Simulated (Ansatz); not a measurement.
Crystal: Ge.

```xyz
4
Lattice="4.0504 0.0000 0.0000 -2.0252 3.5078 0.0000 0.0000 0.0000 10.9934" Properties=species:S:1:pos:R:3 pbc="T T T"
Ge    2.0252    1.1693    4.5606
Ge    0.0000    2.3385   10.0573
Ge    0.0000    0.0000    5.2488
Ge    0.0000    0.0000   10.7455
```

This isn't the form of Ge at room conditions, which is diamond.

* Program: Ansatz 0.2.0
* Task: single point
* Functional: PBEsol
* Potentials or basis: all-electron LAPW, scalar-relativistic
* Cutoff: 321 eV (chosen from the basis error)
* Basis error allowed: 0.001 eV/atom
* k mesh: 8 × 8 × 3
* Occupations: fermi-dirac, width 0.05 eV
* Spin: no spin polarisation

On this cell: pressure -1.6 GPa; largest force 0.168 eV/Å; band gap on the k mesh 0.67 eV, indirect (least direct gap 0.68 eV).

The same run follows on a disturbed copy (atoms moved at random, drawn with an rms of 0.05 Å):

```xyz
4
Lattice="4.0504 0.0000 0.0000 -2.0252 3.5078 0.0000 0.0000 0.0000 10.9934" Properties=species:S:1:pos:R:3 pbc="T T T"
Ge    2.0051    1.1877    4.5304
Ge    0.0071    2.3301   10.0133
Ge    0.0137    0.0231    5.2863
Ge    0.0113   -0.0660   10.7686
```

Task: What changes?

Result: The energy moves by +15.8 meV/atom; pressure -1.9 GPa; largest force 0.678 eV/Å; band gap on the k mesh 0.34 eV, indirect (least direct gap 0.58 eV).

Forces on the atoms (eV/Å):
```
Ge   0.333  0.055  0.444
Ge   0.047 -0.526  0.423
Ge  -0.333 -0.056 -0.442
Ge  -0.046  0.527 -0.425
```

Stress tensor (GPa, compression positive):
```
-1.91  0.18 -0.29
 0.18 -2.64  0.37
-0.29  0.37 -1.09
```

Caveats: an odd mesh through Γ misses points on the zone boundary, where band edges often lie.
